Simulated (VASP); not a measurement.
Here is a VASP 6.6.1 calculation.

The input INCAR:

```
PREC     = Accurate       # precision mode
ENCUT    = 600            # plane-wave cutoff, eV
EDIFF    = 1E-7           # SCF threshold, eV
ISMEAR   = -1             # smearing method
SIGMA    = 0.05           # smearing width, eV
LREAL    = F              # projectors in reciprocal space
LASPH    = T              # aspherical terms in the spheres
NELM     = 80             # most SCF steps
ALGO     = Normal         # electronic algorithm
ISIF     = 3              # what is computed and relaxed
LWAVE    = F              # write WAVECAR
LCHARG   = F              # write CHGCAR
GGA      = CA             # functional
IBRION   = 2              # ionic algorithm
NSW      = 60             # ionic steps
EDIFFG   = -0.005         # ionic threshold
PSTRESS  = 0
```

File KPOINTS:

```
Automatic mesh
0
Gamma
  7 7 10
```

The input POSCAR:

```
SiO2
1.0
    4.1773000000      0.0000000000      0.0000000000
    0.0000000000      4.1773000000      0.0000000000
    0.0000000000      0.0000000000      2.6655000000
O Si
4 2
Direct
    0.3061000000      0.3061000000      0.0000000000
    0.6939000000      0.6939000000      0.0000000000
    0.1939000000      0.8061000000      0.5000000000
    0.8061000000      0.1939000000      0.5000000000
    0.0000000000      0.0000000000      0.0000000000
    0.5000000000      0.5000000000      0.5000000000
```

Potentials or basis: VASP PAW LDA potentials, release 64 (O, Si).

The run is started by

```sh
$ cat potpaw_LDA.64/O/POTCAR potpaw_LDA.64/Si/POTCAR > POTCAR
$ mpirun -np 1 vasp_std > vasp.out
```

Predict the band gap on the k mesh.

5.78 eV, direct.

Estimate the space group after relaxing (to 0.05 Å).

P4_2/mnm (No. 136).

Step by step:
```tsv
step	energy change (eV)	largest force (eV/Å)	pressure (GPa)	volume (Å³)
1	0.0000	0.0349	-2.96	46.51
2	0.0003	0.1403	3.72	45.55
3	-0.0048	0.0878	0.28	46.04
4	-0.0059	0.0229	0.03	46.00
5	-0.0059	0.0142	0.05	46.00
6	-0.0059	0.0049	-0.03	46.01
7	-0.0059	0.0000	-0.01	46.01
```

Caveat: an odd mesh through Γ misses points on the zone boundary, where band edges often lie.
